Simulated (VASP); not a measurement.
In3Ga5As8, 16 atoms in the cell. It takes space group I-4m2 (No. 119, tetragonal). Conventional cell: a = 8.229 Å, b = 8.229 Å, c = 11.686 Å, α = 90.00°, β = 90.00°, γ = 90.00°. In (site symmetry 2mm) has 4 As at 2.60 to 2.61 Å as nearest neighbours. In (site symmetry -4m2) is surrounded by 4 As at 2.59 Å. Ga (site symmetry -4m2) has 4 As at 2.49 Å as nearest neighbours. Ga (site symmetry 2) has 4 As at 2.46 to 2.49 Å as nearest neighbours. As (site symmetry m) is surrounded by 3 Ga at 2.49 Å and 1 In at 2.61 Å. As (site symmetry m) is surrounded by 2 Ga at 2.46 Å and 2 In at 2.59 to 2.60 Å. The cell comes from a database or a generator and needn't be the stable form of this composition.

| Property | Result |
| --- | --- |
| Program | VASP 6.6.1 |
| Task | single point |
| Functional | TB-mBJ |
| Potentials or basis | VASP PAW PBE potentials, release 64 (In_d, Ga_d, As) |
| Cutoff | 520 eV |
| k mesh | 4 × 4 × 4 |
| Occupations | gaussian, width 0.02 eV |
| Spin | no spin polarisation |
| Further INCAR settings | ALGO = Normal; EDIFF = 1e-07 |

Potentials or basis: VASP PAW PBE potentials, release 64 (In_d, Ga_d, As).

Command:

```console
$ cat potpaw_PBE.64/In_d/POTCAR potpaw_PBE.64/Ga_d/POTCAR potpaw_PBE.64/As/POTCAR > POTCAR
$ cp INCAR.step1 INCAR
$ mpirun -np 1 vasp_std > vasp.out
$ cp INCAR.step2 INCAR
$ mpirun -np 1 vasp_std > vasp.out
```

Hardware: 1 thread of AMD EPYC 7R13 Processor (Zen 3) (shared host).

Q: How long does it take, and how much memory?

A: It took 55 min on 1 thread of AMD EPYC 7R13 Processor (Zen 3) (shared host), peak memory 0.81 GiB. Counts: scf iterations 37, k points 13.
